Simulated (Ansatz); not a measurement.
## AlN, space group Fm-3m: a conversion between chain and input file, step by step

Computed with the Ansatz DFT code, driven from Python.

Input file `aln.yaml`:
```yaml
crystal:
  lattice:
    - [0.0, 1.969, 1.969]
    - [1.969, 0.0, 1.969]
    - [1.969, 1.969, 0.0]
  atoms:
    - { symbol: Al, position: [0.0, 0.0, 0.0] }
    - { symbol: "N", position: [0.5, 0.5, 0.5] }
kpoints:
  mp_grid: { grid: [7, 7, 7] }
hamiltonian:
  xc: pbesol
scf:
  occupations: { method: fixed }
  initial_density: { chi_scale: 0.0 }
basis:
  ecutwfc: "350 eV"
output:
  stress: true
  eigenvalues: true
phonons:
  method: fd
  supercell: [2, 2, 2]
```

Notebook, run cell by cell (the value of a cell's last expression is shown):

In [1]:
```python
import ansatz as az
```

In [2]:
```python
setup = az.Calculation.from_yaml("aln.yaml")
print(setup.to_python())
```
```text
(
    az.Lattice.of(((0.0, 1.969, 1.969), (1.969, 0.0, 1.969), (1.969, 1.969, 0.0)))
    .atom("Al", (0.0, 0.0, 0.0))
    .atom("N", (0.5, 0.5, 0.5))
    .calculation()
    .basis(cutoff=350.0)
    .kpoints(7, 7, 7)
    .functional("pbesol")
    .occupations(method="fixed")
    .initial_density(chi_scale=0.0)
    .phonons(method="fd", supercell=(2, 2, 2))
    .stress()
    .band_table(publish=True)
)
```

The input is only written out: it wasn't run, and its settings aren't tested.
